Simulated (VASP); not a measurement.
Crystal: Hf.

```
CELL_PARAMETERS angstrom
-1.80500 1.80500 1.80500
1.80500 -1.80500 1.80500
1.80500 1.80500 -1.80500
ATOMIC_POSITIONS crystal
Hf 0.00000 0.00000 0.00000
```

This isn't the form of Hf at room conditions, which is hcp.

- Program: VASP 6.6.1
- Task: relaxation of cell and atoms
- Functional: PBEsol
- Potentials or basis: VASP PAW PBE potentials, release 64 (Hf_pv)
- Cutoff: 600 eV
- k mesh: 8 × 8 × 8
- Occupations: gaussian, width 0.1 eV
- Spin: no spin polarisation

At the start: pressure -9.7 GPa; volume 23.52 Å³/atom.

Question: Where does the relaxation end?

Answer: Over 3 steps the energy falls by 73.6 meV/atom and the volume is 21.29 Å³/atom (-9.5 %); space group Im-3m (No. 229, to 0.05 Å).

The path:
```
step  energy change (eV)  largest force (eV/Å)  pressure (GPa)  volume (Å³)
   1              0.0000                0.0000           -9.67        23.52
   2              0.0232                0.0000           15.14        19.01
   3             -0.0736                0.0000           -0.23        21.29
```

Final structure:
```
Hf
1.0
    -1.74610    1.74610    1.74610
     1.74610   -1.74610    1.74610
     1.74610    1.74610   -1.74610
Hf
1
Direct
  0.00000 0.00000 0.00000
```

Caveat: the PAW data sets were made with another functional, which shifts forces and pressure a little.
